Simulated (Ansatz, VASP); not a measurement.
AlN in VASP and in Ansatz

INCAR

```
PREC = Accurate
ENCUT = 520
EDIFF = 1E-6
ISMEAR = 0
SIGMA = 0.05
LREAL = F
LASPH = T
NELM = 80
ALGO = Normal
ISIF = 2
LWAVE = F
LCHARG = F
GGA = PE
NBANDS = 16
```

KPOINTS

```
regular mesh
0
Gamma
  8 8 6
```

POSCAR

```
AlN
1.0
    0.0000000000     -2.0693064083     -2.0693064083
    0.0000000000      2.0693064083     -2.0693064083
    4.1386128164      0.0000000000      0.0000000000
Al N
2 2
Direct
    0.5173928713      0.4826071287      0.0000000000
   -0.0173928713      0.0173928713      0.5000000000
    0.4936900135      0.5063099865      0.5000000000
    0.0063099865      0.9936900135      0.0000000000
```

Input for Ansatz:

```yaml
crystal:
  lattice:
    - [0.0, -2.0693064083, -2.0693064083]
    - [0.0, 2.0693064083, -2.0693064083]
    - [4.1386128164, 0.0, 0.0]
  atoms:
    - { symbol: Al, position: [0.5173928713, 0.4826071287, 0.0] }
    - { symbol: Al, position: [-0.0173928713, 0.0173928713, 0.5] }
    - { symbol: "N", position: [0.4936900135, 0.5063099865, 0.5] }
    - { symbol: "N", position: [0.0063099865, 0.9936900135, 0.0] }
basis:
  ecutwfc: 520.0
kpoints:
  mp_grid: { grid: [8, 8, 6] }
hamiltonian:
  xc: pbe
  pseudopotentials: { kind: paw }
scf:
  occupations: { method: gaussian, width: 0.05 }
output:
  forces: true
  stress: true
  eigenvalues: true
```

Change from the starting cell: mode 4 frozen in at -0.071 Å, equal normal strain along x, y and z +0.0167.

Alike in both runs: task single point; functional PBE; k mesh 8 × 8 × 6; occupations gaussian, width 0.05 eV; no spin polarisation.

|  | VASP | Ansatz |
| --- | --- | --- |
| version | VASP 6.6.1 | Ansatz 0.2.0 |
| potentials or method | VASP PAW PBE potentials, release 64 (Al, N) | scalar-relativistic, plane waves, PAW |
| plane-wave cutoff (eV) | 520 | 520 |
| valence electrons in the cell | 16 | 16 |

Ansatz gave:

* gap on the k mesh at the Fermi level (eV): 3.95
* least direct gap on the mesh (eV): 3.97
* pressure (GPa): -10.9
* largest component of the traceless stress (GPa): 0.68
* rms of the force components (eV/Å): 0.266

Q: Which values does VASP return?

A: gap on the k mesh at the Fermi level (eV): 3.93; least direct gap on the mesh (eV): 3.95; pressure (GPa): -11.1; largest component of the traceless stress (GPa): 0.68; rms of the force components (eV/Å): 0.266.

Atom by atom the forces differ by 0.000 eV/Å (rms over components).

A k mesh can miss the band edges.
